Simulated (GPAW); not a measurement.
# Quasiparticle gap of RbCl (Fm-3m) in GPAW

Wanted: ground state, empty states, screening and self-energy for RbCl (Fm-3m).

Main program and level: GPAW 26.7.0; PBE and many-body steps on it, plane waves.

## 1. The structure

The structure is cubic, space group Fm-3m (No. 225). The conventional cell has a = 6.579 Å, b = 6.579 Å, c = 6.579 Å, α = 90.00°, β = 90.00°, γ = 90.00°. Nearest to Rb lie 6 Cl at 3.29 Å. Nearest to Cl lie 6 Rb at 3.29 Å. Farther neighbours and most contacts between anions are not listed.

The cell and positions come from the Crystallography Open Database and are kept as given unless a step says otherwise.

## 2. Ground state

This step: GPAW 26.7.0; DFT, PBE, plane waves, PAW.

The ground-state density comes first.

Contents of run.py:

```python
import json
import numpy as np
from gpaw.mpi import world
from ase import Atoms
from gpaw import GPAW, PW, FermiDirac

atoms = Atoms(['Rb', 'Cl'],
    cell=[[0.0000000000, 3.2895000000, 3.2895000000],
      [3.2895000000, 0.0000000000, 3.2895000000],
      [3.2895000000, 3.2895000000, 0.0000000000]],
    scaled_positions=[[0.0000000000, 0.0000000000, 0.0000000000],
      [0.5000000000, 0.5000000000, 0.5000000000]],
    pbc=(True, True, True))
calc = GPAW(mode=PW(450),
    xc='PBE',
    kpts={'size': (6, 6, 6), 'gamma': True},
    occupations=FermiDirac(0.001),
    nbands=-7,
    convergence={'density': 1e-6, 'bands': -3},
    maxiter=100,
    txt='gs.txt')
atoms.calc = calc
res = {'energy': atoms.get_potential_energy()}
kpts = calc.get_ibz_k_points()
res['kpts'] = kpts
res['eigenvalues'] = [calc.get_eigenvalues(kpt=k) for k in range(len(kpts))]
res['n_electrons'] = calc.get_number_of_electrons()
calc.write('gs.gpw')

if world.rank == 0:
    with open('result.json', 'w') as f:
        json.dump(res, f, default=lambda x: x.tolist())
```

Started as:

```console
$ mpirun -n 8 gpaw python run.py
```

Numbers of over 12 decimals in the logs are rounded to 6 here.

The log of the run:

```text
__  _  _
 | _ |_)|_||  |
 |__||  | ||/\| - 26.7.0

Input parameters:
  mode=PW(ecut=450.000000),
  convergence={'density': 1e-06, 'bands': -3},
  kpts=MonkhorstPack(size=(6, 6, 6), gamma=True),
  maxiter=100,
  nbands=-7,
  occupations=Occupations(name='fermi-dirac', width=0.001, fixmagmom=False),
  xc=XC(name='PBE')
  [... matrices ...]
Diagonalizing LCAO Hamiltonian
Converting LCAO to pw mode

                 Cl

       Rb

Atoms  # Å, Bohr magnetons
|   | symbol |        x |        y |        z |    initial magnetic moments |
| 0 |     Rb | 0.000000 | 0.000000 | 0.000000 | ( 0.0000,  0.0000,  0.0000) |
| 1 |     Cl | 3.289500 | 3.289500 | 3.289500 | ( 0.0000,  0.0000,  0.0000) |

Unit cell  # Å
| periodic |        x |        y |        z |  lengths |    angles |
|      yes | 0.000000 | 3.289500 | 3.289500 | 4.652056 | 60.000000 |
|      yes | 3.289500 | 0.000000 | 3.289500 | 4.652056 | 60.000000 |
|      yes | 3.289500 | 3.289500 | 0.000000 | 4.652056 | 60.000000 |

Number of symmetries: 48
Symmetry operations  # r_c * U_cc + t_c -> r_c
|    | kind |            matrix            |
|  0 |  σ   |  1, 0, 0,  1, 0,-1,  1,-1, 0 |
|  1 |  C2  |  1, 0, 0,  1,-1, 0,  1, 0,-1 |
|  2 |  E   |  1, 0, 0,  0, 1, 0,  0, 0, 1 |
|  3 |  σ   |  1, 0, 0,  0, 0, 1,  0, 1, 0 |
|  4 |  C4  |  1, 0,-1,  1, 0, 0,  1,-1, 0 |
|  5 |  S6  |  1, 0,-1,  1,-1, 0,  1, 0, 0 |
|  6 |  σ   |  1, 0,-1,  0, 1,-1,  0, 0,-1 |
|  7 |  C3  |  1, 0,-1,  0, 0,-1,  0, 1,-1 |
|  8 |  S6  |  1,-1, 0,  1, 0, 0,  1, 0,-1 |
|  9 |  C4  |  1,-1, 0,  1, 0,-1,  1, 0, 0 |
| 10 |  C3  |  1,-1, 0,  0,-1, 1,  0,-1, 0 |
| 11 |  σ   |  1,-1, 0,  0,-1, 0,  0,-1, 1 |
| 12 |  σ   |  0, 1, 0,  1, 0, 0,  0, 0, 1 |
| 13 |  C4  |  0, 1, 0,  0, 1,-1, -1, 1, 0 |
| 14 |  C3  |  0, 1, 0,  0, 0, 1,  1, 0, 0 |
| 15 |  S6  |  0, 1, 0, -1, 1, 0,  0, 1,-1 |
| 16 |  C2  |  0, 1,-1,  1, 0,-1,  0, 0,-1 |
| 17 |  σ   |  0, 1,-1,  0, 1, 0, -1, 1, 0 |
| 18 |  S4  |  0, 1,-1,  0, 0,-1,  1, 0,-1 |
| 19 |  C4  |  0, 1,-1, -1, 1, 0,  0, 1, 0 |
| 20 |  C3  |  0, 0, 1,  1, 0, 0,  0, 1, 0 |
| 21 |  σ   |  0, 0, 1,  0, 1, 0,  1, 0, 0 |
| 22 |  S6  |  0, 0, 1,  0,-1, 1, -1, 0, 1 |
| 23 |  C4  |  0, 0, 1, -1, 0, 1,  0,-1, 1 |
| 24 |  S4  |  0, 0,-1,  1, 0,-1,  0, 1,-1 |
| 25 |  C3  |  0, 0,-1,  0, 1,-1,  1, 0,-1 |
| 26 |  C2  |  0, 0,-1,  0,-1, 0, -1, 0, 0 |
| 27 |  S6  |  0, 0,-1, -1, 0, 0,  0,-1, 0 |
| 28 |  S4  |  0,-1, 1,  1,-1, 0,  0,-1, 0 |
| 29 |  C4  |  0,-1, 1,  0, 0, 1, -1, 0, 1 |
| 30 |  C2  |  0,-1, 1,  0,-1, 0,  1,-1, 0 |
| 31 |  σ   |  0,-1, 1, -1, 0, 1,  0, 0, 1 |
| 32 |  C3  |  0,-1, 0,  1,-1, 0,  0,-1, 1 |
| 33 |  S6  |  0,-1, 0,  0, 0,-1, -1, 0, 0 |
| 34 |  S4  |  0,-1, 0,  0,-1, 1,  1,-1, 0 |
| 35 |  C2  |  0,-1, 0, -1, 0, 0,  0, 0,-1 |
| 36 |  C2  | -1, 1, 0,  0, 1, 0,  0, 1,-1 |
| 37 |  S6  | -1, 1, 0,  0, 1,-1,  0, 1, 0 |
| 38 |  S4  | -1, 1, 0, -1, 0, 1, -1, 0, 0 |
| 39 |  C3  | -1, 1, 0, -1, 0, 0, -1, 0, 1 |
| 40 |  S6  | -1, 0, 1,  0, 0, 1,  0,-1, 1 |
| 41 |  C2  | -1, 0, 1,  0,-1, 1,  0, 0, 1 |
| 42 |  C3  | -1, 0, 1, -1, 1, 0, -1, 0, 0 |
| 43 |  S4  | -1, 0, 1, -1, 0, 0, -1, 1, 0 |
| 44 |  C2  | -1, 0, 0,  0, 0,-1,  0,-1, 0 |
| 45 |  i   | -1, 0, 0,  0,-1, 0,  0, 0,-1 |
| 46 |  σ   | -1, 0, 0, -1, 1, 0, -1, 0, 1 |
| 47 |  C2  | -1, 0, 0, -1, 0, 1, -1, 1, 0 |

BZ-sampling:
  Number of BZ points: 216
  Number of IBZ points: 16

  Monkhorst-Pack size: [6, 6, 6]
  Monkhorst-Pack shift: [0.083333, 0.083333, 0.083333]

K-points  # in reciprocal-cell coordinates
|     |                                coordinates |     weight |
|   0 | (  0.00000000,   0.00000000,   0.00000000) | 0.00462963 |
|   1 | (  0.16666667,   0.16666667,   0.00000000) | 0.02777778 |
|   2 | (  0.16666667,   0.16666667,   0.16666667) | 0.03703704 |
|   3 | (  0.33333333,   0.16666667,   0.16666667) | 0.05555556 |
|   4 | (  0.33333333,   0.33333333,  -0.33333333) | 0.05555556 |
|   5 | (  0.33333333,   0.33333333,   0.00000000) | 0.02777778 |
|   6 | (  0.33333333,   0.33333333,   0.16666667) | 0.11111111 |
|   7 | (  0.33333333,   0.33333333,   0.33333333) | 0.03703704 |
|   8 | (  0.50000000,   0.33333333,  -0.33333333) | 0.11111111 |
|   9 | (  0.50000000,   0.33333333,  -0.16666667) | 0.05555556 |
| ... |                                            |            |
|  15 | (  0.50000000,   0.50000000,   0.50000000) | 0.01851852 |

Plane wave coefficients: 1572
Cutoff: 450.000000 eV

Spin-components: 1 (collinear spins)
Bands:           15
Projectors:      10
Spin-degeneracy: 2
Datatype:        complex128

  Storage: CPU
  Wave functions: 5_648_640 bytes (706_080 per core)
  Projectors: 7_908_096 bytes (988_512 per core)
  [... matrices ...]
Parallelization:
  kpt:    8
  domain: 1
  band:   1

Density:
  Valence electrons: 16.0
  Components: 1
  Grid points: [24 24 24]
  Charge: 0.0  # |e|

Potential:
  Grid points: [24 24 24]

species:
  Rb:
    name:    Rubidium
    Z:       37.0
    valence: 9
    core:    28
    charge:  0.0  # [|e|]
    compensation charges:
      type: gauss
      rc: 0.38  # [Å]
      lmax: 2
    cutoffs:
      filter: 2.43  # [Å]
      core: 1.99  # [Å]
    projectors
    | kind |    occ | energy [eV] | rcut [Å] |
    |   4s |  2.000 |     -31.879 |    1.376 |
    |   5s |  1.000 |      -2.231 |    1.376 |
    |   4p |  6.000 |     -15.966 |    1.270 |
    |    p |        |      11.245 |    1.270 |
    |    d |        |       0.000 |    1.217 |

    Using partial waves for Rb as LCAO basis

  Cl:
    name:    Chlorine
    Z:       17.0
    valence: 7
    core:    10
    charge:  0.0  # [|e|]
    compensation charges:
      type: gauss
      rc: 0.25  # [Å]
      lmax: 2
    cutoffs:
      filter: 1.40  # [Å]
      core: 1.49  # [Å]
    projectors
    | kind |    occ | energy [eV] | rcut [Å] |
    |   3s |  2.000 |     -20.689 |    0.794 |
    |   3p |  5.000 |      -8.594 |    0.794 |
    |    s |        |       6.523 |    0.794 |
    |    p |        |      18.617 |    0.794 |
    |    d |        |       0.000 |    0.794 |

    Using partial waves for Cl as LCAO basis

Reference energy: -93658.301819  # eV

eigensolver:
  PPCG
  Converge bands: -3
  niter=2

density mixing:
  MSR1-Mixer
  Pratt-step length: 0.05
  Maximum mixing coefficient: 0.75
  Old densities: 10
  SVD Regularization: 0.005
  Good broyden scale: 1.0
  Trust region scale: 1.0
  Backstep threshold: 4.0
  History deletion threshold: 6.0
  Fourier metric: weight=20.0, sigma=0.015

occupation numbers:
  Fermi-Dirac:
    width: 0.0010  # eV

poisson solver:
  ecut: 3600.000000  # eV

xc functional:
  name: PBE with 2 nearest neighbor stencil

Initialization done in: 1.610 s

convergence criteria:
- Maximum integral of absolute [dens]ity change: 1e-06 electrons / valence electron
- Maximum [total energy] change in last 3 cyles: 0.0005 eV / valence electron
- Maximum integral of absolute [eigenst]ate change: 4e-08 eV^2 / valence electron
maximum number of iterations: 100

SCF iterations
|iter     |     time |      energy | eigst |  dens |
|iter:   1|  |   -6.816330 | +1.62 |       |
|iter:   2|  |   -6.766624 | +0.38 | -1.25 |
|iter:   3|  |   -6.586807 | -0.11 | -1.28 |
|iter:   4|  |   -6.594938 | -1.28 | -1.72 |
|iter:   5|  |   -6.598201 | -1.34 | -2.10 |
|iter:   6|  |   -6.598290c| -2.34 | -3.01 |
|iter:   7|  |   -6.598306c| -3.29 | -3.44 |
|iter:   8|  |   -6.598307c| -3.79 | -4.17 |
|iter:   9|  |   -6.598307c| -4.46 | -5.10 |
|iter:  10|  |   -6.598307c| -4.86 | -5.51 |
|iter:  11|  |   -6.598307c| -5.46 | -6.91c|
|iter:  12|  |   -6.598307c| -5.90 | -7.17c|
|iter:  13|  |   -6.598307c| -6.59 | -8.06c|
|iter:  14|  |   -6.598307c| -7.15 | -8.74c|
|iter:  15|  |   -6.598307c| -7.89c| -9.11c|

Converged in 15 steps
SCF loop duration: 1.553 s (0.104 s/step)
Energy contributions relative to reference atoms: (reference = -93658.301819)
  [... matrices ...]
Energy contributions:
  Kinetic:           8.927419
  Coulomb:          -8.360043
  Zero:             -0.049156
  External:          0.000000
  Xc:               -7.116528
  Entropy:          -0.000000
  Spinorbit:         0.000000
  ----------------------------
  Free energy:      -6.598307
  Extrapolated:     -6.598307

dipole moment: (-25.189106, -25.189106, -25.189106)  # |e|*Ang

Fermi level: 1.651
Eigenvalues  # (at kpt = [0.000, 0.000, 0.000])
| band index |      eig [eV] | occ [0-2] |
|          0 |       -24.132 |     2.000 |
|          1 |       -12.213 |     2.000 |
|          2 |        -8.193 |     2.000 |
|          3 |        -8.193 |     2.000 |
|          4 |        -8.193 |     2.000 |
|          5 |        -0.219 |     2.000 |
|          6 |        -0.219 |     2.000 |
|          7 |        -0.219 |     2.000 |
|          8 |         4.786 |     0.000 |
|          9 |         7.767 |     0.000 |
|         10 |         7.767 |     0.000 |
|         11 |         7.767 |     0.000 |
|         12 |         8.739 |     0.000 |
|         13 |         8.739 |     0.000 |
|         14 |        11.890 |     0.000 |

Gap: 5.005 eV
Transition (v -> c):
  (s=0, k=0, n=7, [0.00, 0.00, 0.00]) -> (s=0, k=0, n=8, [0.00, 0.00, 0.00])
No difference between direct/indirect transitions
# Writing to gs.gpw (mode='')
  [... matrices ...]
```

Run time: 5.4 s. Hardware: 8 MPI ranks of Intel Xeon 6975P-C (Granite Rapids), shared host; peak memory 1.3 GiB; 39 s of CPU time.

This step gave:

| Item | Value |
| --- | --- |
| total energy | -6.598 eV |
| gap | 5.005 eV |
| k of the valence top | 0, 0, 0 |
| k of the conduction bottom | 0, 0, 0 |
| least direct gap | 5.005 eV |

The gap is direct, at Γ.

## 3. Bands along the symmetry lines

The cheap functional maps the bands first; the places of the edges decide which points the dearer methods must see.

Contents of run.py:

```python
import json
import numpy as np
from gpaw.mpi import world
from gpaw import GPAW

path = [[0.000000, 0.000000, 0.000000],
    [0.062500, 0.000000, 0.062500],
    [0.125000, 0.000000, 0.125000],
    [0.187500, 0.000000, 0.187500],
    [0.250000, 0.000000, 0.250000],
    [0.312500, 0.000000, 0.312500],
    [0.375000, 0.000000, 0.375000],
    [0.437500, 0.000000, 0.437500],
    [0.500000, 0.000000, 0.500000],
    [0.515625, 0.031250, 0.515625],
    [0.531250, 0.062500, 0.531250],
    [0.546875, 0.093750, 0.546875],
    [0.562500, 0.125000, 0.562500],
    [0.578125, 0.156250, 0.578125],
    [0.593750, 0.187500, 0.593750],
    [0.609375, 0.218750, 0.609375],
    [0.625000, 0.250000, 0.625000],
    [0.375000, 0.375000, 0.750000],
    [0.328125, 0.328125, 0.656250],
    [0.281250, 0.281250, 0.562500],
    [0.234375, 0.234375, 0.468750],
    [0.187500, 0.187500, 0.375000],
    [0.140625, 0.140625, 0.281250],
    [0.093750, 0.093750, 0.187500],
    [0.046875, 0.046875, 0.093750],
    [0.000000, 0.000000, 0.000000],
    [0.062500, 0.062500, 0.062500],
    [0.125000, 0.125000, 0.125000],
    [0.187500, 0.187500, 0.187500],
    [0.250000, 0.250000, 0.250000],
    [0.312500, 0.312500, 0.312500],
    [0.375000, 0.375000, 0.375000],
    [0.437500, 0.437500, 0.437500],
    [0.500000, 0.500000, 0.500000],
    [0.500000, 0.468750, 0.531250],
    [0.500000, 0.437500, 0.562500],
    [0.500000, 0.406250, 0.593750],
    [0.500000, 0.375000, 0.625000],
    [0.500000, 0.343750, 0.656250],
    [0.500000, 0.312500, 0.687500],
    [0.500000, 0.281250, 0.718750],
    [0.500000, 0.250000, 0.750000],
    [0.500000, 0.218750, 0.718750],
    [0.500000, 0.187500, 0.687500],
    [0.500000, 0.156250, 0.656250],
    [0.500000, 0.125000, 0.625000],
    [0.500000, 0.093750, 0.593750],
    [0.500000, 0.062500, 0.562500],
    [0.500000, 0.031250, 0.531250],
    [0.500000, 0.000000, 0.500000]]
calc = GPAW('gs.gpw').fixed_density(kpts=path,
    symmetry='off',
    nbands=18,
    convergence={'bands': 14},
    txt='bands.txt')
res = {}
kpts = calc.get_ibz_k_points()
res['kpts'] = kpts
res['eigenvalues'] = [calc.get_eigenvalues(kpt=k) for k in range(len(kpts))]
res['n_electrons'] = calc.get_number_of_electrons()

if world.rank == 0:
    with open('result.json', 'w') as f:
        json.dump(res, f, default=lambda x: x.tolist())
```

Started as:

```console
$ mpirun -n 8 gpaw python run.py
```

The log of the run:

```text
Diagonalizing LCAO Hamiltonian
Converting LCAO to pw mode
convergence criteria:
- Maximum integral of absolute [eigenst]ate change: 4e-08 eV^2 / valence electron
maximum number of iterations: 100

SCF iterations
|iter     |     time |      energy | eigst |  dens |
|iter:   1|  |             | +2.04 |       |
|iter:   2|  |             | +1.05 |       |
|iter:   3|  |             | +0.10 |       |
[...]
|iter:  10|  |             | -6.60 |       |
|iter:  11|  |             | -7.28 |       |
|iter:  12|  |             | -7.77c|       |
SCF steps: 12
  __  _  _
 | _ |_)|_||  |
 |__||  | ||/\| - 26.7.0

Input parameters:
  mode=PW(ecut=450.000000),
  convergence={'bands': 14},
  gpts=array([24, 24, 24]),
  kpts=KPoints(kpts=array([[0.      , 0.      , 0.      ],
         [0.0625  , 0.      , 0.0625  ],
         [0.125   , 0.      , 0.125   ],
         [0.1875  , 0.      , 0.1875  ],
[...]
[0.515625, 0.03125 , 0.515625],
[...]
[0.546875, 0.09375 , 0.546875],
[...]
[0.578125, 0.15625 , 0.578125],
[...]
[0.609375, 0.21875 , 0.609375],
[...]
[0.328125, 0.328125, 0.65625 ],
[...]
[0.234375, 0.234375, 0.46875 ],
[...]
[0.140625, 0.140625, 0.28125 ],
[...]
[0.046875, 0.046875, 0.09375 ],
[...]
[0.5     , 0.0625  , 0.5625  ],
         [0.5     , 0.03125 , 0.53125 ],
         [0.5     , 0.      , 0.5     ]])),
  maxiter=100,
  nbands=18,
  occupations=Occupations(name='fermi-dirac', width=0.001, fixmagmom=False),
  parallel={},
  symmetry=Symmetry(point_group=False, time_reversal=False),
  xc=XC(name='PBE')
  [... matrices ...]
timing:  # [seconds]
  Total: 0.039  # ━━━━━━━━━━━━━━━━━━━━━━━━━━━━━━━━━━━━━━━━━━━━━━━━━━━━━━━━━━━
```

Run time: 5.8 s. Hardware: 8 MPI ranks; peak memory 1.4 GiB.

This step gave:

```yaml
gap: 5.005 eV
k_of_the_valence_top: 0, 0, 0
k_of_the_conduction_bottom: 0, 0, 0
least_direct_gap: 5.005 eV
```

The gap is 5.005 eV, as in the run before at this level.

The electronic bands at the labelled points (eV, zero at the top of the highest filled band; v1 is the highest filled band, c1 the lowest empty one):

```tsv
point	v4	v3	v2	v1	c1	c2	c3	c4
Γ	-7.97	0.00	0.00	0.00	5.01	7.99	7.99	7.99
halfway	-7.99	-0.53	-0.07	-0.07	6.37	6.89	9.43	9.50
X	-8.07	-0.32	-0.10	-0.10	6.21	8.07	9.72	10.05
halfway	-8.06	-0.31	-0.19	-0.14	6.41	8.34	9.36	10.20
U	-8.03	-0.40	-0.28	-0.22	6.95	8.72	9.06	9.75
jump to K	-8.03	-0.40	-0.28	-0.22	6.95	8.72	9.06	9.75
halfway	-7.95	-0.59	-0.27	-0.11	6.66	7.61	8.82	9.51
Γ	-7.97	0.00	0.00	0.00	5.01	7.99	7.99	7.99
halfway	-7.96	-0.48	-0.18	-0.18	6.27	7.77	8.74	8.74
L	-7.95	-0.86	-0.34	-0.34	7.75	7.98	10.16	10.16
halfway	-7.97	-0.65	-0.29	-0.29	7.73	7.86	9.74	9.90
W	-7.96	-0.44	-0.24	-0.24	7.67	7.67	9.34	9.37
halfway	-8.02	-0.30	-0.28	-0.15	6.61	8.54	8.99	10.05
X	-8.07	-0.32	-0.10	-0.10	6.21	8.07	9.72	10.05
```

## 4. Empty states on the mesh, 4×4×4 mesh, 1068 bands

The sums over transitions need many empty states on a uniform mesh; this step solves for them.

Contents of run.py:

```python
import json
import numpy as np
from gpaw.mpi import world
from gpaw import GPAW

calc = GPAW('gs.gpw').fixed_density(kpts={'size': (4, 4, 4), 'gamma': True},
    parallel={'domain': 1, 'band': 1},
    txt='nscf.txt')
calc.diagonalize_full_hamiltonian(nbands=1068)
calc.write('full.gpw', mode='all')
res = {}
kpts = calc.get_ibz_k_points()
res['kpts'] = kpts
res['eigenvalues'] = [calc.get_eigenvalues(kpt=k) for k in range(len(kpts))]
res['n_electrons'] = calc.get_number_of_electrons()

if world.rank == 0:
    with open('result.json', 'w') as f:
        json.dump(res, f, default=lambda x: x.tolist())
```

Started as:

```console
$ mpirun -n 8 gpaw python run.py
```

The log of the run:

```text
Diagonalizing LCAO Hamiltonian
Converting LCAO to pw mode
convergence criteria:
- Maximum integral of absolute [eigenst]ate change: 4e-08 eV^2 / valence electron
maximum number of iterations: 100

SCF iterations
|iter     |     time |      energy | eigst |  dens |
|iter:   1|  |             | +1.67 |       |
|iter:   2|  |             | +0.44 |       |
|iter:   3|  |             | -0.31 |       |
[...]
|iter:  12|  |             | -6.30 |       |
|iter:  13|  |             | -6.97 |       |
|iter:  14|  |             | -7.50c|       |
SCF steps: 14
  __  _  _
 | _ |_)|_||  |
 |__||  | ||/\| - 26.7.0

Input parameters:
  mode=PW(ecut=450.000000),
  convergence={'density': 1e-06, 'bands': -3},
  gpts=array([24, 24, 24]),
  kpts=MonkhorstPack(size=(4, 4, 4), gamma=True),
  maxiter=100,
  nbands=15,
  occupations=Occupations(name='fermi-dirac', width=0.001, fixmagmom=False),
  parallel={'domain': 1, 'band': 1},
  xc=XC(name='PBE')
Matrix size: 1471x1471
# Writing to full.gpw (mode='all')
  [... matrices ...]

timing:  # [seconds]
  Total: 3.790  # ━━━━━━━━━━━━━━━━━━━━━━━━━━━━━━━━━━━━━━━━━━━━━━━━━━━━━━━━━━━
```

It took 8.7 s on 8 MPI ranks; peak memory 2.7 GiB; 67 s of CPU time.

This step gave:

| Quantity | Value |
| --- | --- |
| gap | 5.005 eV |
| k of the valence top | 0, 0, 0 |
| k of the conduction bottom | 0, 0, 0 |
| least direct gap | 5.005 eV |
| k points computed | 8 |
| lowest point of the top converged band, above the valence top | 346.3264 eV |

On this mesh the gap is 5.005 eV.

(Continued in part 2 of 2.)

[Paths, hosts, dates, memory and timing lines, banners, echoed tables and standing remarks are left out of the program output.]

[Logs are printed without paths, hosts, clocks, repeated set-up lines and the standing remarks that a program may print on its own settings, such as how far it seeks lower states.]

[Runs of the session that timed out or met a known fault of the program may be left out.]

[Hosts, paths, dates, database ids (printed as entryN), source tags and the programs' standing remarks are cut or masked in the printed files.]
